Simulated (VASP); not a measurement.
# Li (I4/mmm) in VASP: notebook

One crystal, Li, is run at these levels: LDA; tasks: single point.

Everything below comes from runs of VASP 6.6.1. Logs are shortened: lines on timing, memory, paths and dates and some standing lists are left out, and cuts for length are marked.

## (1) The cell of the first run

It takes space group I4/mmm (No. 139, tetragonal). Conventional cell: a = 3.500 Å, b = 3.500 Å, c = 3.395 Å, α = 90.00°, β = 90.00°, γ = 90.00°. Li (site symmetry 4/mmm) has 10 Li at 3.00 to 3.40 Å as nearest neighbours.

## (2) Single point, LDA (strain -0.0300 x Voigt [1, 0, 0, 0, 0, 0], atoms carried along)

File INCAR:

```
PREC = Accurate
ENCUT = 520
EDIFF = 1E-6
ISMEAR = 0
SIGMA = 0.15
LREAL = False
LASPH = True
NELM = 100
ALGO = Normal
ISIF = 2
LWAVE = False
LCHARG = False
GGA = CA
NBANDS = 8
```

File KPOINTS:

```
Automatic mesh
0
Gamma
  20 20 20
```

File POSCAR:

```
Li
1.0
   -1.6975000000      1.7500000000      1.7500000000
    1.6975000000     -1.7500000000      1.7500000000
    1.6975000000      1.7500000000     -1.7500000000
Li
1
Direct
    0.0000000000      0.0000000000      0.0000000000
```

Potentials or basis: VASP PAW LDA potentials, release 64 (Li_sv).

On the command line:

```
> cat potpaw_LDA.64/Li_sv/POTCAR > POTCAR
> mpirun -np 1 vasp_std > vasp.out
```

OUTCAR:

```text
PREC = Accurate
   ENCUT = 520
   EDIFF = 1E-6
   ISMEAR = 0
   LREAL = False
   LASPH = True
   NELM = 100
   ISIF = 2
   GGA = CA

 ion  position               nearest neighbor table
   1  0.000  0.000  0.000-

  LATTYP: Found a body centered tetragonal cell.
 ALAT       =     3.5000000000
 C/A-ratio  =     0.9700000000

  Lattice vectors:

 A1 = (  -1.6975000000,   1.7500000000,  -1.7500000000)
 A2 = (  -1.6975000000,  -1.7500000000,   1.7500000000)
 A3 = (   1.6975000000,   1.7500000000,   1.7500000000)

Analysis of symmetry for initial positions (statically):
=====================================================================
 Subroutine PRICEL returns:
 Original cell was already a primitive cell.

 Routine SETGRP: Setting up the symmetry group for a
 body centered tetragonal supercell.

 Subroutine GETGRP returns: Found 16 space group operations
 (whereof 16 operations were pure point group operations)
 out of a pool of 16 trial point group operations.

The static configuration has the point symmetry D_4h.

Analysis of symmetry for dynamics (positions and initial velocities):
=====================================================================
 Subroutine PRICEL returns:
 Original cell was already a primitive cell.

 Routine SETGRP: Setting up the symmetry group for a
 body centered tetragonal supercell.

 Subroutine GETGRP returns: Found 16 space group operations
 (whereof 16 operations were pure point group operations)
 out of a pool of 16 trial point group operations.

The dynamic configuration has the point symmetry D_4h.

 Subroutine INISYM returns: Found 16 space group operations
 (whereof 16 operations are pure point group operations),
 and found     1 'primitive' translations

----------------------------------------------------------------------------------------

                                     Primitive cell

  volume of cell :      20.7944

  direct lattice vectors                    reciprocal lattice vectors
    -1.697500000  1.750000000  1.750000000     0.000000000  0.285714286  0.285714286
     1.697500000 -1.750000000  1.750000000     0.294550810  0.000000000  0.285714286
     1.697500000  1.750000000 -1.750000000     0.294550810  0.285714286  0.000000000

  length of vectors
     3.001084179  3.001084179  3.001084179     0.404061018  0.410356958  0.410356958

  position of ions in fractional coordinates (direct lattice)
     0.000000000  0.000000000  0.000000000

  ion indices of the primitive-cell ions
   primitive index   ion index
                 1           1

----------------------------------------------------------------------------------------

 KPOINTS: Automatic mesh

Automatic generation of k-mesh.
 Grid dimensions read from file:
 generate k-points for:   20   20   20

 Generating k-lattice:

  Cartesian coordinates                     Fractional coordinates (reciprocal lattice)
     0.000000000  0.014285714  0.014285714     0.050000000  0.000000000  0.000000000
     0.014727541  0.000000000  0.014285714     0.000000000  0.050000000  0.000000000
     0.014727541  0.014285714  0.000000000     0.000000000  0.000000000  0.050000000

  Length of vectors
     0.020203051  0.020517848  0.020517848

  Shift w.r.t. Gamma in fractional coordinates (k-lattice)
     0.000000000  0.000000000  0.000000000

 Subroutine IBZKPT returns following result:
 ===========================================

 Found    641 irreducible k-points:

 Following reciprocal coordinates:
            Coordinates               Weight
  0.000000  0.000000  0.000000      1.000000
  0.050000  0.000000  0.000000      4.000000
  0.100000  0.000000  0.000000      4.000000
  0.150000  0.000000  0.000000      4.000000
  0.200000  0.000000  0.000000      4.000000
  0.250000  0.000000  0.000000      4.000000
[... 16 lines left out ...]
  0.050000  0.100000  0.000000     16.000000
  0.100000  0.100000  0.000000     16.000000
 [... further k-points ...]
   k-points           NKPTS =    641   k-points in BZ     NKDIM =    641   number of bands    NBANDS=      8
   number of dos      NEDOS =    301   number of ions     NIONS =      1
   total plane-waves  NPLWV =  13824
   dimension x,y,z NGX =    24 NGY =   24 NGZ =   24
   dimension x,y,z NGXF=    48 NGYF=   48 NGZF=   48
   ions per type =               1
   NGX,Y,Z   is equivalent  to a cutoff of  13.29, 13.29, 13.29 a.u.
   NGXF,Y,Z  is equivalent  to a cutoff of  26.59, 26.59, 26.59 a.u.
 SYSTEM =  unknown system
   PREC   = accura    normal or accurate (medium, high low for compatibility)
   ISTART =      0    job   : 0-new  1-cont  2-samecut
   ICHARG =      2    charge: 1-file 2-atom 10-const
   ISPIN  =      1    spin polarized calculation?
   LNONCOLLINEAR =      F non collinear calculations
   LSORBIT =      F    spin-orbit coupling
   LASPH  =      T    aspherical Exc in radial PAW
   ENCUT  =  520.0 eV  38.22 Ry    6.18 a.u.   5.58  5.58  5.58*2*pi/ulx,y,z
   NELM   =    100;   NELMIN=  2; NELMDL= -5     # of ELM steps
   EDIFF  = 0.1E-05   stopping-criterion for ELM
[... 8 lines left out ...]
   TEBEG  =    0.0;   TEEND  =   0.0 temperature during run
   PSTRESS=    0.0 pullay stress
   NELECT =       3.0000    total number of electrons
   NUPDOWN=      -1.0000    fix difference up-down
   EMIN   =  10.00;   EMAX   =-10.00  energy-range for DOS
   EFERMI =   0.00;   METHOD = LEGACY
   ISMEAR =     0;   SIGMA  =   0.15  broadening in eV -4-tet -1-fermi 0-gaus
   EFERMI_NEDOS =   21; number of points for ismear=-14 and -15
   IALGO  =     38    algorithm
   IMIX   =      4    mixing-type and parameters
     AMIX     =   0.40;   BMIX     =  1.00
     AMIX_MAG =   1.60;   BMIX_MAG =  1.00
  volume/ion in A,a.u.               =      20.79       140.33
  Fermi-wavevector in a.u.,A,eV,Ry     =   0.858618  1.622553 10.030552  0.737225
  Thomas-Fermi vector in A             =   1.975850
   LORBIT       =      0    0 simple, 1 ext, 2 COOP (PROOUT), +10 PAW based schemes
   GGA     = CA    functional components
   LHFCALC =     F    Hartree Fock is set to
   AEXX    =    0.0000 exact exchange contribution
   IVDW    =     0    specifies the selected vdW correction
   LEPSILON=     F    determine dielectric tensor
   LRPA    =     F    only Hartree local field effects (RPA)
 non-spin polarized calculation
 Gauss-broadening in eV      SIGMA  =   0.15
  energy-cutoff  :      520.00
  volume of cell :       20.79
 maximum number of plane-waves:       577
   NGX = 11   NGY = 11   NGZ = 11

 number of electron       2.9999995 magnetization

 Free energy of the ion-electron system (eV)
  ---------------------------------------------------
  ext. energy  EPLUGINS =         0.00000000
  ---------------------------------------------------
  free energy    TOTEN  =        -2.04072621 eV

  energy without entropy =       -2.03536098  energy(sigma->0) =       -2.03804360

 E-fermi :   0.5440     XC(G=0):  -7.0799

 val. band max:        0.5416839613   @ k =  -0.3000   0.4500   0.1000
 cond. band min:       0.5743398647   @ k =   0.4000  -0.3000   0.2000
 fundamental gap:      0.0326559034
 Fermi energy:         0.5440499355

 k-point     1 :       0.0000    0.0000    0.0000
  band No.  band energies     occupation
      1     -45.1468      2.00000
      2      -2.9334      2.00000
      3      14.5416      0.00000
      4      14.5416      0.00000
      5      14.7270      0.00000
      6      19.1018      0.00000
      7      19.8301      0.00000
      8      19.8301      0.00000

 k-point     2 :       0.0500    0.0000    0.0000
  band No.  band energies     occupation
      1     -45.1463      2.00000
      2      -2.8880      2.00000
      3      14.1848      0.00000
      4      14.4926      0.00000
      5      14.5110      0.00000
      6      18.6440      0.00000
      7      19.1887      0.00000
      8      19.7576      0.00000

 k-point     3 :       0.1000    0.0000    0.0000
  band No.  band energies     occupation
      1     -45.1450      2.00000
      2      -2.7526      2.00000
      3      13.1877      0.00000
      4      13.9900      0.00000
      5      14.3431      0.00000
      6      17.8397      0.00000
      7      18.2373      0.00000
      8      19.5487      0.00000

 k-point     4 :       0.1500    0.0000    0.0000
  band No.  band energies     occupation
      1     -45.1429      2.00000
      2      -2.5267      2.00000
      3      11.8008      0.00000
      4      13.3601      0.00000
      5      14.0963      0.00000
      6      17.3500      0.00000
      7      17.3720      0.00000
      8      19.2917      0.00000

 k-point     5 :       0.2000    0.0000    0.0000
  band No.  band energies     occupation
      1     -45.1402      2.00000
      2      -2.2104      2.00000
      3      10.2828      0.00000
      4      12.7363      0.00000
      5      13.7775      0.00000
      6      16.5687      0.00000
      7      17.1537      0.00000
      8      19.3056      0.00000
[... 177 lines left out ...]
 k-point    22 :       0.0000    0.1000   -0.0000
  band No.  band energies     occupation
      1     -45.1449      2.00000
      2      -2.7470      2.00000
      3      13.5488      0.00000
      4      13.7358      0.00000
      5      14.2852      0.00000
      6      17.7227      0.00000
      7      17.7912      0.00000
      8      19.6435      0.00000

 k-point    23 :       0.0500    0.1000    0.0000
  band No.  band energies     occupation
      1     -45.1436      2.00000
      2      -2.6113      2.00000
      3      12.9495      0.00000
      4      13.0653      0.00000
      5      13.9372      0.00000
      6      17.3074      0.00000
      7      17.5356      0.00000
      8      19.5836      0.00000

 k-point    24 :       0.1000    0.1000    0.0000
  band No.  band energies     occupation
      1     -45.1416      2.00000
      2      -2.3850      2.00000
      3      11.8078      0.00000
      4      12.3137      0.00000
      5      13.5059      0.00000
      6      17.0421      0.00000
      7      17.4770      0.00000
      8      19.6288      0.00000

 [... further k-points ...]
[... 5 lines left out ...]
  --------------------------------------------------------------------------------------
  -------------------------------------------------------------------------------------
  Total       -0.1624435     -0.1629859     -0.1629859      0.0000000      0.0000000     -0.0000000
  in kB      -12.5160444    -12.5578309    -12.5578309      0.0000000      0.0000000     -0.0000000
  external PRESSURE =     -12.5439021 kB  Pullay stress =       0.0000000 kB

 VOLUME and BASIS-vectors are now :
 -----------------------------------------------------------------------------
  energy-cutoff  :      520.00
  volume of cell :       20.79
      direct lattice vectors                 reciprocal lattice vectors
    -1.697500000  1.750000000  1.750000000     0.000000000  0.285714286  0.285714286
     1.697500000 -1.750000000  1.750000000     0.294550810  0.000000000  0.285714286
     1.697500000  1.750000000 -1.750000000     0.294550810  0.285714286  0.000000000

 POSITION                                       TOTAL-FORCE (eV/Angst)
 -----------------------------------------------------------------------------------
      0.00000      0.00000      0.00000         0.000000      0.000000      0.000000
 -----------------------------------------------------------------------------------
    total drift:                               -0.000000      0.000000     -0.000000

  FREE ENERGIE OF THE ION-ELECTRON SYSTEM (eV)
  ---------------------------------------------------
  free  energy   TOTEN  =        -2.0407262133 eV

  energy  without entropy=       -2.0353609810  energy(sigma->0) =       -2.03804360
```

Wall time 26 s (1 thread of Intel Xeon Platinum 8488C (Sapphire Rapids), shared host); peak memory 0.18 GiB.

What came out:

* Free energy: -2.0407 eV
* Band gap on the k mesh: none (metal or under the smearing width)

Levels at points of the mesh, in eV from the Fermi level:
```csv
k point,band 1,band 2,band 3,band 4,band 5
"(0.00, 0.00, 0.00)",-45.69,-3.48,14.00,14.00,14.18
"(0.50, 0.00, 0.00)",-45.67,0.13,3.08,10.27,11.87
"(0.00, 0.50, 0.00)",-45.67,0.27,3.26,9.87,11.32
"(0.50, 0.50, 0.50)",-45.66,5.11,5.11,5.78,7.51
```

Caveat: the cutoff is under 1.25 times the usual one of these potentials, so pressure, stress and relaxed cells hold a basis-set (Pulay) error.

(Continued in part 2 of 2.)
